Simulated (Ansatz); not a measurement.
A run of Ansatz 0.2.0 is set up as follows.

File input.yaml:

```yaml
crystal:
  lattice:
    - [-1.911675, 1.898596, 1.910974]
    - [1.866448, -1.924218, 1.891369]
    - [1.825833, 1.838376, -1.936596]
  atoms:
    - { symbol: Sb, position: [0.00668, 0.002122, 0.017737] }
kpoints:
  mp_grid: { grid: [10, 10, 10] }
scf:
  occupations: { method: fermi_dirac, width: 0.05 }
hamiltonian:
  xc: pbe
  pseudopotentials: { kind: all_electron, lapw: { basis_error: 0.001 } }
output:
  forces: true
  stress: true
  eigenvalues: true
  populations: true
```

Potentials or basis: all-electron LAPW, scalar-relativistic.

Command:

```bash
$ ansatz run input.yaml --threads 1 --pin off --max-ram 3072MiB --backend cpu --events-out ev --progress --plain --runs-dir out
```

Q: Predict the pressure.

A: 3.0 GPa.

Q: What does it give for the band gap on the k mesh?

A: None (metal or under the smearing width).

Stress tensor (GPa, compression positive):
```
2.75 1.06 0.70
1.06 3.03 0.89
0.70 0.89 3.23
```

Spin-orbit coupling is left out, which matters for the levels of Sb.
